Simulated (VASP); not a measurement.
# Zr (R-3) in VASP: single point with PBE

Aim: the single point of Zr with PBE.

All numbers are computed with VASP 6.6.1; they aren't measurements. Logs are shortened: lines on timing, memory, paths and dates and some standing lists are left out, and cuts for length are marked.

## 1. The crystal as given

It takes space group R-3 (No. 148, trigonal). Conventional cell: a = 10.910 Å, b = 10.910 Å, c = 4.281 Å, α = 90.00°, β = 90.00°, γ = 120.00°. Zr (site symmetry 1) has 2 Zr at 2.09 Å as nearest neighbours.

The cell was built by a generator and needn't be a form met in nature.

## 2. Single point, PBE

Input file INCAR:

```
SYSTEM = Zr
ALGO = Fast
EDIFF = 1E-6
ENCUT = 520
GGA = PE
ISIF = 2
ISMEAR = 0
LASPH = .TRUE.
LCHARG = .FALSE.
LREAL = .FALSE.
LWAVE = .FALSE.
NBANDS = 45
NELM = 100
PREC = Accurate
SIGMA = 0.1
```

Input file KPOINTS:

```
k-points
0
G
  6 6 6
  0 0 0
```

Input file POSCAR:

```
Zr
1.0
    5.4548589792      3.1493643000      1.4271301116
   -5.4548589792      3.1493643000      1.4271301116
    0.0000000000     -6.2987286000      1.4271301116
Zr
6
Direct
    0.5845000000      0.3510000000      0.2465000000
    0.2465000000      0.5845000000      0.3510000000
    0.3510000000      0.2465000000      0.5845000000
    0.4155000000      0.6490000000      0.7535000000
    0.7535000000      0.4155000000      0.6490000000
    0.6490000000      0.7535000000      0.4155000000
```

Potentials or basis: VASP PAW PBE potentials, release 64 (Zr_sv).

Command:

```console
cat potpaw_PBE.64/Zr_sv/POTCAR > POTCAR
mpirun -np 1 vasp_std > vasp.out
```

OUTCAR:

```text
SYSTEM = Zr
   EDIFF = 1E-6
   ENCUT = 520
   GGA = PE
   ISIF = 2
   ISMEAR = 0
   LASPH = .TRUE.
   LREAL = .FALSE.
   NELM = 100
   PREC = Accurate

 ion  position               nearest neighbor table
   1  0.584  0.351  0.246-   5 2.09   6 2.09   3 3.27   2 3.27   3 3.49   2 3.49   4 3.52   4 3.75
                             5 3.87   6 3.87   4 3.88
   2  0.246  0.584  0.351-   4 2.09   6 2.09   3 3.27   1 3.27   1 3.49   3 3.49   5 3.52   5 3.75
                             4 3.87   6 3.87   5 3.88
   3  0.351  0.246  0.584-   5 2.09   4 2.09   1 3.27   2 3.27   1 3.49   2 3.49   6 3.52   6 3.75
                             5 3.87   4 3.87   6 3.88
   4  0.416  0.649  0.754-   2 2.09   3 2.09   6 3.27   5 3.27   6 3.49   5 3.49   1 3.52   1 3.75
                             2 3.87   3 3.87   1 3.88
   5  0.754  0.416  0.649-   1 2.09   3 2.09   6 3.27   4 3.27   4 3.49   6 3.49   2 3.52   2 3.75
                             1 3.87   3 3.87   2 3.88
   6  0.649  0.754  0.416-   2 2.09   1 2.09   4 3.27   5 3.27   4 3.49   5 3.49   3 3.52   3 3.75
                             2 3.87   1 3.87   3 3.88

  LATTYP: Found a trigonal (rhomboedric) cell.
 ALAT       =     6.4583807826
 COS(alpha) =    -0.4267561602

  Lattice vectors:

 A1 = (   5.4548589792,   3.1493643000,   1.4271301116)
 A2 = (  -5.4548589792,   3.1493643000,   1.4271301116)
 A3 = (   0.0000000000,  -6.2987286000,   1.4271301116)

Analysis of symmetry for initial positions (statically):
=====================================================================
 Subroutine PRICEL returns:
 Original cell was already a primitive cell.

 Routine SETGRP: Setting up the symmetry group for a
 trigonal (rhombohedral) supercell.

 Subroutine GETGRP returns: Found  6 space group operations
 (whereof  6 operations were pure point group operations)
 out of a pool of 12 trial point group operations.

The static configuration has the point symmetry S_6 .

Analysis of symmetry for dynamics (positions and initial velocities):
=====================================================================
 Subroutine PRICEL returns:
 Original cell was already a primitive cell.

 Routine SETGRP: Setting up the symmetry group for a
 trigonal (rhombohedral) supercell.

 Subroutine GETGRP returns: Found  6 space group operations
 (whereof  6 operations were pure point group operations)
 out of a pool of 12 trial point group operations.

The dynamic configuration has the point symmetry S_6 .

 Subroutine INISYM returns: Found  6 space group operations
 (whereof  6 operations are pure point group operations),
 and found     1 'primitive' translations

----------------------------------------------------------------------------------------

                                     Primitive cell

  volume of cell :     147.1029

  direct lattice vectors                    reciprocal lattice vectors
     5.454858979  3.149364300  1.427130112     0.091661398  0.052920733  0.233568986
    -5.454858979  3.149364300  1.427130112    -0.091661398  0.052920733  0.233568986
     0.000000000 -6.298728600  1.427130112     0.000000000 -0.105841466  0.233568986

  length of vectors
     6.458380783  6.458380783  6.458380783     0.256431057  0.256431057  0.256431057

  position of ions in fractional coordinates (direct lattice)
     0.584500000  0.351000000  0.246500000
     0.246500000  0.584500000  0.351000000
     0.351000000  0.246500000  0.584500000
     0.415500000  0.649000000  0.753500000
     0.753500000  0.415500000  0.649000000
     0.649000000  0.753500000  0.415500000

  ion indices of the primitive-cell ions
   primitive index   ion index
                 1           1
                 2           2
                 3           3
                 4           4
                 5           5
                 6           6

----------------------------------------------------------------------------------------

 KPOINTS: k-points

Automatic generation of k-mesh.
 Grid dimensions read from file:
 generate k-points for:    6    6    6

 Generating k-lattice:

  Cartesian coordinates                     Fractional coordinates (reciprocal lattice)
     0.015276900  0.008820122  0.038928164     0.166666667 -0.000000000  0.000000000
    -0.015276900  0.008820122  0.038928164    -0.000000000  0.166666667  0.000000000
     0.000000000 -0.017640244  0.038928164     0.000000000  0.000000000  0.166666667

  Length of vectors
     0.042738510  0.042738510  0.042738510

  Shift w.r.t. Gamma in fractional coordinates (k-lattice)
     0.000000000  0.000000000  0.000000000

 Subroutine IBZKPT returns following result:
 ===========================================

 Found     40 irreducible k-points:

 Following reciprocal coordinates:
            Coordinates               Weight
  0.000000  0.000000  0.000000      1.000000
  0.166667 -0.000000  0.000000      6.000000
  0.333333 -0.000000  0.000000      6.000000
  0.500000 -0.000000  0.000000      3.000000
  0.166667  0.166667  0.000000      6.000000
  0.333333  0.166667  0.000000      6.000000
[... 16 lines left out ...]
  0.333333  0.333333  0.166667      6.000000
  0.500000  0.333333  0.166667      6.000000
 [... further k-points ...]
   k-points           NKPTS =     40   k-points in BZ     NKDIM =     40   number of bands    NBANDS=     45
   number of dos      NEDOS =    301   number of ions     NIONS =      6
   total plane-waves  NPLWV = 110592
   dimension x,y,z NGX =    48 NGY =   48 NGZ =   48
   dimension x,y,z NGXF=    96 NGYF=   96 NGZF=   96
   ions per type =               6
   NGX,Y,Z   is equivalent  to a cutoff of  12.36, 12.36, 12.36 a.u.
   NGXF,Y,Z  is equivalent  to a cutoff of  24.71, 24.71, 24.71 a.u.
 SYSTEM =  Zr
   PREC   = accura    normal or accurate (medium, high low for compatibility)
   ISTART =      0    job   : 0-new  1-cont  2-samecut
   ICHARG =      2    charge: 1-file 2-atom 10-const
   ISPIN  =      1    spin polarized calculation?
   LNONCOLLINEAR =      F non collinear calculations
   LSORBIT =      F    spin-orbit coupling
   LASPH  =      T    aspherical Exc in radial PAW
   ENCUT  =  520.0 eV  38.22 Ry    6.18 a.u.  12.01 12.01 12.01*2*pi/ulx,y,z
   NELM   =    100;   NELMIN=  2; NELMDL= -5     # of ELM steps
   EDIFF  = 0.1E-05   stopping-criterion for ELM
   LREAL  =      F    real-space projection
   EDIFFG = 0.1E-04   stopping-criterion for IOM
   NSW    =      0    number of steps for IOM
   IBRION =     -1    ionic relax: 0-MD 1-quasi-New 2-CG
   NFREE  =      0    steps in history (QN), initial steepest desc. (CG)
   ISIF   =      2    stress and relaxation
   ISYM   =      2    0-nonsym 1-usesym 2-fastsym
   POTIM  = 0.5000    time-step for ionic-motion
   TEBEG  =    0.0;   TEEND  =   0.0 temperature during run
   PSTRESS=    0.0 pullay stress
   NELECT =      72.0000    total number of electrons
   NUPDOWN=      -1.0000    fix difference up-down
   EMIN   =  10.00;   EMAX   =-10.00  energy-range for DOS
   EFERMI =   0.00;   METHOD = LEGACY
   ISMEAR =     0;   SIGMA  =   0.10  broadening in eV -4-tet -1-fermi 0-gaus
   EFERMI_NEDOS =   21; number of points for ismear=-14 and -15
   IALGO  =     68    algorithm
   IMIX   =      4    mixing-type and parameters
     AMIX     =   0.40;   BMIX     =  1.00
     AMIX_MAG =   1.60;   BMIX_MAG =  1.00
  volume/ion in A,a.u.               =      24.52       165.45
  Fermi-wavevector in a.u.,A,eV,Ry     =   1.290165  2.438058 22.647246  1.664526
  Thomas-Fermi vector in A             =   2.422013
   LORBIT       =      0    0 simple, 1 ext, 2 COOP (PROOUT), +10 PAW based schemes
   GGA     = PE    functional components
   LHFCALC =     F    Hartree Fock is set to
   AEXX    =    0.0000 exact exchange contribution
   IVDW    =     0    specifies the selected vdW correction
   LEPSILON=     F    determine dielectric tensor
   LRPA    =     F    only Hartree local field effects (RPA)
 non-spin polarized calculation
 RMM-DIIS sequential band-by-band and
 Gauss-broadening in eV      SIGMA  =   0.10
  energy-cutoff  :      520.00
  volume of cell :      147.10
 maximum number of plane-waves:      3978
   NGX = 25   NGY = 25   NGZ = 25

 number of electron      72.0000001 magnetization

 Free energy of the ion-electron system (eV)
  ---------------------------------------------------
  ext. energy  EPLUGINS =         0.00000000
  ---------------------------------------------------
  free energy    TOTEN  =       -35.69957054 eV

  energy without entropy =      -35.68077655  energy(sigma->0) =      -35.69017354

 E-fermi :   7.8161     XC(G=0): -10.3943

 val. band max:        7.8135989977   @ k =  -0.3333   0.1667   0.1667
 cond. band min:       7.8414813712   @ k =  -0.1667   0.1667   0.1667
 fundamental gap:      0.0278823735
 Fermi energy:         7.8160740656

 k-point     1 :       0.0000    0.0000    0.0000
  band No.  band energies     occupation
      1     -42.1428      2.00000
      2     -41.4650      2.00000
      3     -41.4650      2.00000
      4     -40.0577      2.00000
      5     -40.0577      2.00000
      6     -39.2756      2.00000
[... 37 lines left out ...]
     44      10.6688      0.00000
     45      11.1493      0.00000

 k-point     2 :       0.1667   -0.0000    0.0000
  band No.  band energies     occupation
      1     -42.1397      2.00000
      2     -41.4672      2.00000
      3     -41.4652      2.00000
      4     -40.0585      2.00000
      5     -40.0556      2.00000
      6     -39.2766      2.00000
[... 37 lines left out ...]
     44      10.8639      0.00000
     45      11.0145      0.00000

 k-point     3 :       0.3333   -0.0000    0.0000
  band No.  band energies     occupation
      1     -42.1335      2.00000
      2     -41.4716      2.00000
      3     -41.4658      2.00000
      4     -40.0602      2.00000
      5     -40.0515      2.00000
      6     -39.2784      2.00000
[... 37 lines left out ...]
     44      10.6687      0.00000
     45      11.1530      0.00000

 k-point     4 :       0.5000   -0.0000    0.0000
  band No.  band energies     occupation
      1     -42.1304      2.00000
      2     -41.4738      2.00000
      3     -41.4660      2.00000
      4     -40.0610      2.00000
      5     -40.0494      2.00000
      6     -39.2793      2.00000
[... 901 lines left out ...]
     44      10.7139      0.00000
     45      11.3000      0.00000

 k-point    23 :       0.3333    0.3333    0.1667
  band No.  band energies     occupation
      1     -42.1279      2.00000
      2     -41.4790      2.00000
      3     -41.4730      2.00000
      4     -40.0564      2.00000
      5     -40.0512      2.00000
      6     -39.2748      2.00000
[... 37 lines left out ...]
     44      10.4225      0.00000
     45      10.9140      0.00000

 k-point    24 :       0.5000    0.3333    0.1667
  band No.  band energies     occupation
      1     -42.1290      2.00000
      2     -41.4805      2.00000
      3     -41.4715      2.00000
      4     -40.0593      2.00000
      5     -40.0520      2.00000
      6     -39.2709      2.00000
[... 37 lines left out ...]
     44      10.2301      0.00000
     45      10.7616      0.00000

 [... further k-points ...]

------------------------ aborting loop because EDIFF is reached ----------------------------------------

  FORCE on cell =-STRESS in cart. coord.  units (eV):
  Direction    XX          YY          ZZ          XY          YZ          ZX
  --------------------------------------------------------------------------------------
  -------------------------------------------------------------------------------------
  Total       34.5004756     34.5004756      8.9440757     -0.0000002      0.0000000     -0.0000000
  in kB      375.7633485    375.7633485     97.4147683     -0.0000017      0.0000000     -0.0000000
  external PRESSURE =     282.9804885 kB  Pullay stress =       0.0000000 kB

 VOLUME and BASIS-vectors are now :
 -----------------------------------------------------------------------------
  energy-cutoff  :      520.00
  volume of cell :      147.10
      direct lattice vectors                 reciprocal lattice vectors
     5.454858979  3.149364300  1.427130112     0.091661398  0.052920733  0.233568986
    -5.454858979  3.149364300  1.427130112    -0.091661398  0.052920733  0.233568986
     0.000000000 -6.298728600  1.427130112     0.000000000 -0.105841466  0.233568986

 POSITION                                       TOTAL-FORCE (eV/Angst)
 -----------------------------------------------------------------------------------
      1.27371      1.39359      1.68687         4.716402      4.966585     -8.157189
     -1.84374      0.40627      1.68687        -6.659390      1.601231     -8.157189
      0.57003     -1.79986      1.68687         1.942988     -6.567817     -8.157189
     -1.27371     -1.39359      2.59452        -4.716402     -4.966585      8.157189
      1.84374     -0.40627      2.59452         6.659390     -1.601231      8.157189
     -0.57003      1.79986      2.59452        -1.942988      6.567817      8.157189
 -----------------------------------------------------------------------------------
    total drift:                                0.000000     -0.000000      0.000000

  FREE ENERGIE OF THE ION-ELECTRON SYSTEM (eV)
  ---------------------------------------------------
  free  energy   TOTEN  =       -35.6995705387 eV

  energy  without entropy=      -35.6807765457  energy(sigma->0) =      -35.69017354
```

It took 27 min on 1 thread of Intel Xeon Platinum 8488C (Sapphire Rapids), shared host; peak memory 0.42 GiB.

What came out:

```yaml
Free_energy: -35.6996 eV
Pressure: 28.3 GPa
Largest_force: 10.651 eV/Å
Band_gap_on_the_k_mesh: none (metal or under the smearing width)
```

Forces in eV/Å, atoms in the order of the input:
```
Zr   4.716  4.967 -8.157
Zr  -6.659  1.601 -8.157
Zr   1.943 -6.568 -8.157
Zr  -4.716 -4.967  8.157
Zr   6.659 -1.601  8.157
Zr  -1.943  6.568  8.157
```

Caveat: a pressure of tens of GPa on the cell as given is suspect, and the run, the potentials or the cell itself is likely at fault; forces of over 1 eV/Å show positions far from the minimum, so gaps and moduli don't describe the material at rest.
